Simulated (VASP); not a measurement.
# CdS (Fm-3m) in VASP: notebook, part 2 of 3

VASP 6.6.1.

## Step 3: G0W0 quasiparticle levels, PBE

The input, POSCAR:

```
CdS
1.0
    0.0000000000      2.7532440000      2.7532440000
    2.7532440000      0.0000000000      2.7532440000
    2.7532440000      2.7532440000      0.0000000000
Cd S
1 1
Direct
    0.0000000000      0.0000000000      0.0000000000
    0.5000000000      0.5000000000      0.5000000000
```

The input, INCAR.step1:

```
SYSTEM = CdS
  PREC = Accurate
  ENCUT = 450
  EDIFF = 1E-8
  ISMEAR = 0
  SIGMA = 0.01
  LREAL = .FALSE.
  LASPH = .TRUE.
  NELM = 80
  ALGO = Fast
  LWAVE = .TRUE.
  LCHARG = .FALSE.
  GGA = PE
```

The input, INCAR.step2:

```
SYSTEM = CdS
  PREC = Accurate
  ENCUT = 450
  EDIFF = 1E-8
  ISMEAR = 0
  SIGMA = 0.01
  LREAL = .FALSE.
  LASPH = .TRUE.
  NELM = 1
  ALGO = Exact
  LWAVE = .TRUE.
  LCHARG = .FALSE.
  GGA = PE
  NBANDS = 259
  LOPTICS = .TRUE.
  ISTART = 1
```

The input, INCAR.step3:

```
SYSTEM = CdS
  PREC = Accurate
  ENCUT = 450
  EDIFF = 1E-8
  ISMEAR = 0
  SIGMA = 0.01
  LREAL = .FALSE.
  LASPH = .TRUE.
  ALGO = EVGW0
  LWAVE = .FALSE.
  LCHARG = .FALSE.
  GGA = PE
  NELMGW = 1
  NBANDS = 259
  ENCUTGW = 200
  NOMEGA = 48
  PRECFOCK = Fast
  ISTART = 1
  NBANDSGW = 17
```

The input, KPOINTS:

```
regular mesh
0
G
  3 3 3
  0 0 0
```

Potentials or basis: VASP PAW PBE potentials, release 64 (Cd_GW, S_GW).

The run is started by

```sh
> cat potpaw_PBE.64/Cd_GW/POTCAR potpaw_PBE.64/S_GW/POTCAR > POTCAR
> cp INCAR.step1 INCAR
> mpirun -np 1 vasp_std > vasp.out
> cp INCAR.step2 INCAR
> mpirun -np 1 vasp_std > vasp.out
> cp INCAR.step3 INCAR
> mpirun -np 1 vasp_std > vasp.out
```

OUTCAR:

```text
SYSTEM = CdS
   PREC = Accurate
   ENCUT = 450
   EDIFF = 1E-8
   ISMEAR = 0
   LREAL = .FALSE.
   LASPH = .TRUE.
   GGA = PE
   NELMGW = 1
   ENCUTGW = 200
   PRECFOCK = Fast
   ISTART = 1

 Found      4 irreducible k-points:

 Following reciprocal coordinates:
            Coordinates               Weight
  0.000000  0.000000  0.000000      1.000000
  0.333333  0.000000  0.000000      8.000000
  0.333333  0.333333  0.000000      6.000000
 -0.333333  0.333333  0.000000     12.000000
   k-points           NKPTS =      4   k-points in BZ     NKDIM =     27   number of bands    NBANDS=    259
   number of dos      NEDOS =    301   number of ions     NIONS =      2
   total plane-waves  NPLWV =  21952
   dimension x,y,z NGX =    28 NGY =   28 NGZ =   28
   dimension x,y,z NGXF=    56 NGYF=   56 NGZF=   56
   ions per type =               1   1
   NGX,Y,Z   is equivalent  to a cutoff of  11.95, 11.95, 11.95 a.u.
   NGXF,Y,Z  is equivalent  to a cutoff of  23.91, 23.91, 23.91 a.u.
 SYSTEM =  CdS
   PREC   = accura    normal or accurate (medium, high low for compatibility)
   ISTART =      1    job   : 0-new  1-cont  2-samecut
   ICHARG =      0    charge: 1-file 2-atom 10-const
   ISPIN  =      1    spin polarized calculation?
   LNONCOLLINEAR =      F non collinear calculations
   LSORBIT =      F    spin-orbit coupling
   LASPH  =      T    aspherical Exc in radial PAW
   ENCUT  =  450.0 eV  33.07 Ry    5.75 a.u.   6.73  6.73  6.73*2*pi/ulx,y,z
   NELM   =     60;   NELMIN=  2; NELMDL=  0     # of ELM steps
   EDIFF  = 0.1E-07   stopping-criterion for ELM
   LREAL  =      F    real-space projection
   EDIFFG = 0.1E-06   stopping-criterion for IOM
   NSW    =      0    number of steps for IOM
   IBRION =     -1    ionic relax: 0-MD 1-quasi-New 2-CG
   NFREE  =      0    steps in history (QN), initial steepest desc. (CG)
   ISIF   =      0    stress and relaxation
   ISYM   =      3    0-nonsym 1-usesym 2-fastsym
   POTIM  = 0.5000    time-step for ionic-motion
   TEBEG  =    0.0;   TEEND  =   0.0 temperature during run
   PSTRESS=    0.0 pullay stress
   NELECT =      18.0000    total number of electrons
   NUPDOWN=      -1.0000    fix difference up-down
   EMIN   =  10.00;   EMAX   =-10.00  energy-range for DOS
   EFERMI =   0.00;   METHOD = LEGACY
   ISMEAR =     0;   SIGMA  =   0.01  broadening in eV -4-tet -1-fermi 0-gaus
   EFERMI_NEDOS =   21; number of points for ismear=-14 and -15
   IALGO  =     38    algorithm
   IMIX   =      4    mixing-type and parameters
     AMIX     =   0.40;   BMIX     =  1.00
     AMIX_MAG =   1.60;   BMIX_MAG =  1.00
  volume/ion in A,a.u.               =      20.87       140.84
  Fermi-wavevector in a.u.,A,eV,Ry     =   1.236833  2.337275 20.813583  1.529755
  Thomas-Fermi vector in A             =   2.371425
   LORBIT       =      0    0 simple, 1 ext, 2 COOP (PROOUT), +10 PAW based schemes
   GGA     = PE    functional components
   LHFCALC =     T    Hartree Fock is set to
   PRECFOCK=fast      Normal, Fast or Accurate (Low or Medium for compatibility)
   ENCUT4O =  -1.0   cutoff for four orbital integrals eV
   NKREDX  =     1    reduce k-point grid by
   NKREDY  =     1    reduce k-point grid by
   NKREDZ  =     1    reduce k-point grid by
   AEXX    =    1.0000 exact exchange contribution
   HFSCREEN=    0.0000 screening length (either q_TF or 0.3 A-1)
   HFSCREENC=   0.0000 screening length for correlation (either q_TF or 0.3 A-1)
   ENCUTFOCK=  -1.0 apply spherical cutoff to Coloumb kernel
   IVDW    =     0    specifies the selected vdW correction
   LEPSILON=     F    determine dielectric tensor
   LRPA    =     F    only Hartree local field effects (RPA)
   LRPAFORCE           =     F    calculate RPA forces
   ENCUTGW             = 200.0    cutoff for response function in eV
   ENCUTGWSOFT         = 160.0    soft cutoff for Coulomb kernel in GW response function in eV
   ENCUTLF             =  -1.0    cutoff for local field effects
   NELMGW              =     1    number of iterations in solving QP/BSE equation
   NELMHF              =     1    number of iterations in the inner HF iteration
   NKREDLFX            =     1    NKREDLFY  =   1   NKREDLFZ  =   1
 non-spin polarized calculation
 Gauss-broadening in eV      SIGMA  =   0.01
  energy-cutoff  :      450.00
  volume of cell :       41.74
 maximum number of plane-waves:       906
  NGX = 16; NGY = 16; NGZ = 16
   NGX = 13   NGY = 13   NGZ = 13
 maximum number of plane-waves:       283

 QP shifts <psi_nk| G(iteration)W_0 |psi_nk>: iteration 1
 for sc-GW calculations column KS-energies equals QP-energies in previous step
 and V_xc(KS)=  KS-energies - (<T + V_ion + V_H > + <T+V_H+V_ion>^1  + <V_x>^1)

 k-point   1 :       0.0000    0.0000    0.0000
  band No.  KS-energies  QP-energies   sigma(KS)   V_xc(KS)     V^pw_x(r,r')   Z            occupation Imag(sigma)

      1      -8.2276      -8.6793     -13.3876     -12.6774     -20.6295       0.6361       2.0000       1.1160
      2      -3.3314      -5.2189     -18.0473     -15.3689     -23.1447       0.7047       2.0000       0.2483
      3      -3.3314      -5.2189     -18.0473     -15.3689     -23.1447       0.7047       2.0000       0.2483
      4      -3.3314      -5.2189     -18.0473     -15.3689     -23.1447       0.7047       2.0000       0.2483
      5      -3.3250      -5.2314     -18.1858     -15.5047     -23.4091       0.7110       2.0000       0.3113
      6      -3.3250      -5.2314     -18.1858     -15.5047     -23.4091       0.7110       2.0000       0.3113
[... 9 lines left out ...]
     16      15.6056      15.6540     -10.0908     -10.1578      -3.6388       0.7230       0.0000      -0.4431
     17      15.6056      15.6540     -10.0908     -10.1578      -3.6388       0.7230       0.0000      -0.4431

 k-point   2 :       0.3333    0.0000    0.0000
  band No.  KS-energies  QP-energies   sigma(KS)   V_xc(KS)     V^pw_x(r,r')   Z            occupation Imag(sigma)

      1      -7.4582      -7.9087     -13.8606     -13.1618     -20.8816       0.6448       2.0000       0.9862
      2      -3.5366      -5.3750     -17.8651     -15.2501     -23.1242       0.7031       2.0000       0.3052
      3      -3.5366      -5.3750     -17.8651     -15.2501     -23.1242       0.7031       2.0000       0.3052
      4      -3.4494      -5.2780     -17.6294     -15.0321     -22.7137       0.7040       2.0000       0.2653
      5      -3.1878      -5.0990     -18.2489     -15.5483     -23.3571       0.7077       2.0000       0.2572
      6      -3.1878      -5.0990     -18.2489     -15.5483     -23.3571       0.7077       2.0000       0.2572
[... 9 lines left out ...]
     16      15.8326      16.0114     -10.4544     -10.6923      -4.6916       0.7518       0.0000      -0.3443
     17      21.5623      21.7290     -10.8154     -11.0367      -3.7775       0.7535       0.0000      -0.8995

 k-point   3 :       0.3333    0.3333    0.0000
  band No.  KS-energies  QP-energies   sigma(KS)   V_xc(KS)     V^pw_x(r,r')   Z            occupation Imag(sigma)

      1      -7.4873      -7.9893     -14.1484     -13.3586     -21.1870       0.6356       2.0000       0.9338
      2      -3.4403      -5.3099     -17.8598     -15.2040     -22.9534       0.7040       2.0000       0.2483
      3      -3.2483      -5.1589     -18.2731     -15.5836     -23.5003       0.7104       2.0000       0.3096
      4      -3.1787      -4.9115     -17.4641     -15.0298     -22.6047       0.7118       2.0000       0.3335
      5      -3.1578      -5.0637     -18.2427     -15.5468     -23.3394       0.7070       2.0000       0.2514
      6      -3.1578      -5.0637     -18.2427     -15.5468     -23.3394       0.7070       2.0000       0.2514
[... 9 lines left out ...]
     16      19.5780      19.8656     -11.1628     -11.5431      -4.2763       0.7560       0.0000      -0.7456
     17      19.5780      19.8656     -11.1628     -11.5431      -4.2763       0.7560       0.0000      -0.7456

 k-point   4 :      -0.3333    0.3333    0.0000
  band No.  KS-energies  QP-energies   sigma(KS)   V_xc(KS)     V^pw_x(r,r')   Z            occupation Imag(sigma)

      1      -7.1911      -7.7002     -14.4289     -13.6349     -21.4150       0.6413       2.0000       0.8855
      2      -3.4627      -5.3172     -17.9569     -15.3331     -23.2267       0.7068       2.0000       0.3165
      3      -3.4290      -5.2594     -17.6608     -15.0641     -22.7524       0.7049       2.0000       0.2668
      4      -3.2652      -5.1398     -17.9825     -15.3252     -23.0690       0.7055       2.0000       0.2565
      5      -3.1336      -5.0509     -18.2968     -15.5915     -23.3913       0.7087       2.0000       0.2502
      6      -2.8377      -4.6286     -18.1210     -15.6201     -23.2646       0.7161       2.0000       0.3126
[... 9 lines left out ...]
     16      19.7755      19.9946     -10.8864     -11.1812      -3.9642       0.7433       0.0000      -0.7982
     17      20.9739      21.2022     -10.9673     -11.2693      -4.0494       0.7560       0.0000      -0.8594
```

It took 53 s on 1 thread of Intel Xeon 6975P-C (Granite Rapids), shared host; peak memory 0.37 GiB.

These settings aren't checked as converged: the numbers below hold their error.

Results:

```yaml
Band_gap_on_the_k_mesh_mean-field_level: 0.97 eV, indirect (least direct gap 1.47 eV)
Quasiparticle_gap: 1.60 eV
Least_direct_quasiparticle_gap: 2.08 eV
```

Caveat: the k mesh is coarse (spacing up to 0.66 Å⁻¹), so the values aren't converged; bands, screening cutoff and mesh are small and nothing is extrapolated, so the quasiparticle values aren't converged; an odd mesh through Γ misses points on the zone boundary, where band edges often lie.

## Step 4: G0W0 quasiparticle levels, PBE

POSCAR is that of step 3.

INCAR.step1: that of step 3 with these lines changed.

```diff
@@ -8,4 +8,4 @@
   LASPH = .TRUE.
-  NELM = 80
-  ALGO = Fast
+  NELM = 60
+  ALGO = Normal
   LWAVE = .TRUE.
```

INCAR.step2 is that of step 3.

INCAR.step3: that of step 3 with these lines changed.

```diff
@@ -14,3 +14,3 @@
   NBANDS = 259
-  ENCUTGW = 200
+  ENCUTGW = 260
   NOMEGA = 48
```

The input, KPOINTS:

```
Automatic mesh
0
G
  5 5 5
  0 0 0
```

Potentials or basis: VASP PAW PBE potentials, release 64 (Cd_GW, S_GW).

The run is started by

```sh
> cat potpaw_PBE.64/Cd_GW/POTCAR potpaw_PBE.64/S_GW/POTCAR > POTCAR
> cp INCAR.step1 INCAR
> mpirun -np 1 vasp_std > vasp.out
> cp INCAR.step2 INCAR
> mpirun -np 1 vasp_std > vasp.out
> cp INCAR.step3 INCAR
> mpirun -np 1 vasp_std > vasp.out
```

OUTCAR:

```text
SYSTEM = CdS
   PREC = Accurate
   ENCUT = 450
   EDIFF = 1E-8
   ISMEAR = 0
   LREAL = .FALSE.
   LASPH = .TRUE.
   GGA = PE
   NELMGW = 1
   ENCUTGW = 260
   PRECFOCK = Fast
   ISTART = 1

 Found     10 irreducible k-points:

 Following reciprocal coordinates:
            Coordinates               Weight
  0.000000  0.000000  0.000000      1.000000
  0.200000  0.000000  0.000000      8.000000
  0.400000  0.000000  0.000000      8.000000
  0.200000  0.200000  0.000000      6.000000
  0.400000  0.200000  0.000000     24.000000
 -0.400000  0.200000  0.000000     24.000000
   k-points           NKPTS =     10   k-points in BZ     NKDIM =    125   number of bands    NBANDS=    259
   number of dos      NEDOS =    301   number of ions     NIONS =      2
   total plane-waves  NPLWV =  21952
   dimension x,y,z NGX =    28 NGY =   28 NGZ =   28
   dimension x,y,z NGXF=    56 NGYF=   56 NGZF=   56
   ions per type =               1   1
   NGX,Y,Z   is equivalent  to a cutoff of  11.95, 11.95, 11.95 a.u.
   NGXF,Y,Z  is equivalent  to a cutoff of  23.91, 23.91, 23.91 a.u.
[... 32 lines left out ...]
  Fermi-wavevector in a.u.,A,eV,Ry     =   1.236833  2.337275 20.813583  1.529755
  Thomas-Fermi vector in A             =   2.371425
   LORBIT       =      0    0 simple, 1 ext, 2 COOP (PROOUT), +10 PAW based schemes
   GGA     = PE    functional components
   LHFCALC =     T    Hartree Fock is set to
   PRECFOCK=fast      Normal, Fast or Accurate (Low or Medium for compatibility)
   ENCUT4O =  -1.0   cutoff for four orbital integrals eV
   NKREDX  =     1    reduce k-point grid by
   NKREDY  =     1    reduce k-point grid by
   NKREDZ  =     1    reduce k-point grid by
   AEXX    =    1.0000 exact exchange contribution
   HFSCREEN=    0.0000 screening length (either q_TF or 0.3 A-1)
   HFSCREENC=   0.0000 screening length for correlation (either q_TF or 0.3 A-1)
   ENCUTFOCK=  -1.0 apply spherical cutoff to Coloumb kernel
   IVDW    =     0    specifies the selected vdW correction
   LEPSILON=     F    determine dielectric tensor
   LRPA    =     F    only Hartree local field effects (RPA)
   LRPAFORCE           =     F    calculate RPA forces
   ENCUTGW             = 260.0    cutoff for response function in eV
   ENCUTGWSOFT         = 208.0    soft cutoff for Coulomb kernel in GW response function in eV
   ENCUTLF             =  -1.0    cutoff for local field effects
   NELMGW              =     1    number of iterations in solving QP/BSE equation
   NELMHF              =     1    number of iterations in the inner HF iteration
   NKREDLFX            =     1    NKREDLFY  =   1   NKREDLFZ  =   1
 non-spin polarized calculation
 Gauss-broadening in eV      SIGMA  =   0.01
  energy-cutoff  :      450.00
  volume of cell :       41.74
 maximum number of plane-waves:       918
  NGX = 16; NGY = 16; NGZ = 16
   NGX = 13   NGY = 13   NGZ = 13
 maximum number of plane-waves:       411

 QP shifts <psi_nk| G(iteration)W_0 |psi_nk>: iteration 1
 for sc-GW calculations column KS-energies equals QP-energies in previous step
 and V_xc(KS)=  KS-energies - (<T + V_ion + V_H > + <T+V_H+V_ion>^1  + <V_x>^1)

 k-point   1 :       0.0000    0.0000    0.0000
  band No.  KS-energies  QP-energies   sigma(KS)   V_xc(KS)     V^pw_x(r,r')   Z            occupation Imag(sigma)

      1      -8.3387      -8.8501     -13.5092     -12.6978     -20.6686       0.6302       2.0000       0.7763
      2      -3.2738      -5.3143     -18.3109     -15.4229     -23.2195       0.7066       2.0000       0.0701
      3      -3.2738      -5.3143     -18.3109     -15.4229     -23.2195       0.7066       2.0000       0.0701
      4      -3.2738      -5.3143     -18.3109     -15.4229     -23.2195       0.7066       2.0000       0.0701
      5      -3.2738      -5.3143     -18.3109     -15.4229     -23.2195       0.7066       2.0000       0.0701
      6      -3.2738      -5.3143     -18.3109     -15.4229     -23.2195       0.7066       2.0000       0.0701
[... 102 lines left out ...]
      4      -3.3039      -5.2843     -17.9885     -15.1843     -22.8811       0.7062       2.0000       0.0793
      5      -3.0856      -5.1528     -18.5087     -15.5899     -23.3683       0.7082       2.0000       0.0516
      6      -3.0042      -5.0200     -18.4524     -15.6144     -23.3625       0.7103       2.0000       0.0783
[... 9 lines left out ...]
     16      17.9172      17.9976      -9.9011     -10.0063      -3.6661       0.7643       0.0000      -0.6245
     17      19.7166      19.8060     -10.3216     -10.4403      -3.7128       0.7531       0.0000      -0.7506

 [... further k-points ...]
```

OUTCAR.step2:

```text
SYSTEM = CdS
   PREC = Accurate
   ENCUT = 450
   EDIFF = 1E-8
[... 591 lines left out ...]
  --------------------------------------------------------------------------------------------------------------
     0.00000    11.97225    11.97225    11.97225    -0.00000    -0.00000     0.00000
     2.31333    14.97999    14.97999    14.97999    -0.00000    -0.00000     0.00000
     4.62665   -10.15338   -10.15338   -10.15338     0.00000     0.00000    -0.00000
     6.93998    -0.13547    -0.13547    -0.13547     0.00000     0.00000    -0.00000
     9.25330    -1.52936    -1.52936    -1.52936     0.00000     0.00000    -0.00000
    11.56663    -0.94246    -0.94246    -0.94246     0.00000     0.00000    -0.00000
[... 92 lines left out ...]
   226.70590     0.98510     0.98510     0.98510     0.00000     0.00000    -0.00000
   229.01923     0.98542     0.98542     0.98542     0.00000     0.00000    -0.00000
```

Wall time 9.6 min (1 thread of Intel Xeon 6975P-C (Granite Rapids), shared host); peak memory 0.98 GiB.

The run converged, but some of its settings lie outside the range that counts as converged, so its numbers aren't taken as properties of the crystal.

What came out:

```yaml
Band_gap_on_the_k_mesh_mean-field_level: 0.75 eV, indirect (least direct gap 1.54 eV)
Quasiparticle_gap: 1.42 eV
Least_direct_quasiparticle_gap: 2.15 eV
```

Caveat: bands, screening cutoff and mesh are small and nothing is extrapolated, so the quasiparticle values aren't converged; an odd mesh through Γ misses points on the zone boundary, where band edges often lie.

(Part 2 of 3 ends here.)
